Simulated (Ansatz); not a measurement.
Runs of Ansatz 0.2.0 on Ni. It takes space group P6_3/mmc (No. 194, hexagonal). Conventional cell: a = 2.448 Å, b = 2.448 Å, c = 4.073 Å, α = 90.00°, β = 90.00°, γ = 120.00°. Ni (site symmetry -6m2) is surrounded by 12 Ni at 2.45 to 2.48 Å. This isn't the form of Ni at room conditions, which is fcc.

```tsv
task	level	spin	cell	cutoff (eV)	smearing	basis error allowed	gap on the mesh (eV)	pressure (GPa)	moment (μB)	V0 of scaled cells (Å³/atom)	B0 (GPa)
single point	PBEsol	collinear, antiferromagnetic start	as given	323	fermi-dirac 0.05 eV	0.001 eV/atom	none	-3.0	1.30	-	-
single point	PBEsol	off	as given	323	fermi-dirac 0.05 eV	0.001 eV/atom	none	(a)	-	-	-
equation of state	LDA	collinear, ferromagnetic start	as given	-	fermi-dirac 0.05 eV	0.001 eV/atom	-	-	-	10.06	251
equation of state	PBEsol	collinear, ferromagnetic start	as given	-	fermi-dirac 0.05 eV	0.0005 eV/atom	-	-	-	10.42	226
equation of state	PBEsol	collinear, ferromagnetic start	as given	-	fermi-dirac 0.05 eV	0.001 eV/atom	-	-	-	10.42	226
relaxation of cell and atoms	LDA	collinear, program default start	relaxed	-	gaussian 0.01 eV	0.001 eV/atom	-	0.0	1.24	-	-
single point	LDA	collinear, ferromagnetic start	as given	323	gaussian 0.1 eV	0.001 eV/atom	none	-11.0	1.25	-	-
band structure	LDA	collinear, ferromagnetic start	as given	323	fermi-dirac 0.05 eV	0.001 eV/atom	-	-11.0	1.24	-	-
single point	PBEsol	collinear, ferrimagnetic start	as given	323	fermi-dirac 0.05 eV	0.001 eV/atom	none	-3.0	1.30	-	-
single point	PBEsol	collinear, ferromagnetic start	as given	323	fermi-dirac 0.05 eV	0.001 eV/atom	none	-3.0	1.30	-	-
```

Alike in all rows: potentials or basis all-electron LAPW, scalar-relativistic; k mesh 12 × 12 × 7.

**Question.** Fill in the values left out.

**Answer.** (a) -4.3.

Caveats: the cell was scaled at fixed shape and fractional positions, which overstates the stiffness of a crystal with free parameters, most of all of layers and chains (some runs).

A k mesh can miss the band edges.

A gap of «none» marks a metal or a gap under the smearing width.

Not every run made on this cell is shown here.
